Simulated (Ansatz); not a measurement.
# BN: the cost of one run

Computed with Ansatz 0.2.0 (DFT PBEsol, scalar-relativistic, plane waves, PAW, unless a step's input says otherwise).

## 1. The system as given

The structure is cubic, space group F-43m (No. 216). The conventional cell has a = 3.626 Å, b = 3.626 Å, c = 3.626 Å, α = 90.00°, β = 90.00°, γ = 90.00°. Around B (site symmetry -43m) lie 4 N at 1.57 Å. N (site symmetry -43m) is surrounded by 4 B at 1.57 Å.

Structure file:

```
B N
1.0
     0.00000    1.81300    1.81300
     1.81300    0.00000    1.81300
     1.81300    1.81300    0.00000
B N
1 1
Direct
  0.00000 0.00000 0.00000
  0.75000 0.75000 0.75000
```

The structure comes from the Materials Project (structure only).

## 2. One atom moved

Against the listed cell: atom 2 (N) moved by 0.09 Å.

Contents of input.yaml:

```yaml
crystal:
  lattice:
    - [0.0, 1.813001, 1.813001]
    - [1.813001, 0.0, 1.813001]
    - [1.813001, 1.813001, 0.0]
  atoms:
    - { symbol: B, position: [0.0, 0.0, 0.0] }
    - { symbol: "N", position: [0.7251792746, 0.7748207254, 0.7748207254] }
basis:
  ecutwfc: 420
kpoints:
  mp_grid: { grid: [12, 12, 12] }
hamiltonian:
  xc: pbesol
scf:
  occupations: { method: gaussian, width: 0.02 }
output:
  forces: true
  stress: true
  eigenvalues: true
```

What time and memory should one allow on 1 thread of an x86-64 CPU, shared host?

About 2.9 s, with a peak of 0.34 GiB.
